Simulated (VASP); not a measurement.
Set up this calculation in VASP 6.6.1, as the native input.

```yaml
Task: single point
Functional: PBEsol
Potentials_or_basis: VASP PAW PBE potentials, release 64 (Sn_d, Te)
Cutoff: 520 eV
k_mesh: 2 × 2 × 2
Occupations: fermi-dirac, width 0.1 eV
Spin: no spin polarisation
Dipole_correction: no
Further_INCAR_settings: ALGO = Fast; EDIFF = 1e-06; NBANDS = 46
```

The structure of Sn4Te3 (a cell with a defect) lies in POSCAR:

```
Sn4Te3
1.0
    0.0000000000      7.2222920000      7.2222920000
    7.2222920000      0.0000000000      7.2222920000
    3.6111460000      3.6111460000      0.0000000000
Sn Te
4 3
Direct
    0.0000000000      0.0000000000      0.0000000000
    0.0000000000      0.5000000000      0.0000000000
    0.5000000000      0.0000000000      0.0000000000
    0.5000000000      0.5000000000      0.0000000000
    0.3607050227      0.7941452658      0.5799017819
    0.8750000000      0.3750000000      0.7500000000
    0.8750000000      0.8750000000      0.7500000000
```

The input as run:

INCAR

```
ALGO = Fast ; EDIFF = 1E-6
ENCUT = 520 ; GGA = PS
ISIF = 2 ; ISMEAR = -1
LASPH = True ; LCHARG = False
LREAL = False ; LWAVE = False
NBANDS = 46 ; NELM = 100
PREC = Accurate ; SIGMA = 0.1
```

KPOINTS

```
k-points
0
Gamma
  2 2 2
```

Potentials or basis: VASP PAW PBE potentials, release 64 (Sn_d, Te).

Launch:

```console
$ cat potpaw_PBE.64/Sn_d/POTCAR potpaw_PBE.64/Te/POTCAR > POTCAR
$ mpirun -np 1 vasp_std > vasp.out
```

Results of the run:

The pressure is -2.4 GPa. The largest force is 0.475 eV/Å and the band gap on the k mesh is none (metal or under the smearing width).

Caveat: the k mesh is coarse (spacing up to 0.75 Å⁻¹), so the values aren't converged; the PAW data sets were made with another functional, which shifts forces and pressure a little.

Run time: 3.3 min on 1 thread of Intel(R) Xeon(R) 6975P-C (Granite Rapids) (shared host), peak memory 0.58 GiB.
